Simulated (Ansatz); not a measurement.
Structure types of WC were relaxed at one common pressure (all-electron LAPW in Ansatz 0.2.0 under PBE, scalar-relativistic, no spin polarisation, zero temperature). They take these volumes:

| type | space group | V (Å³/atom) |
| --- | --- | --- |
| rocksalt | Fm-3m | 9.03 |
| CsCl | Pm-3m | 8.72 |
| WC | P-6m2 | 9.09 |
| NiAs | P6_3/mmc | 9.14 |
| zincblende | F-43m | 10.67 |

Problem. At about which pressure, and is the densest type also the lowest in enthalpy?

Solution. 76 GPa. The densest is CsCl, and it is 725 meV/atom above WC: its gain in pV doesn't pay for its higher energy here.
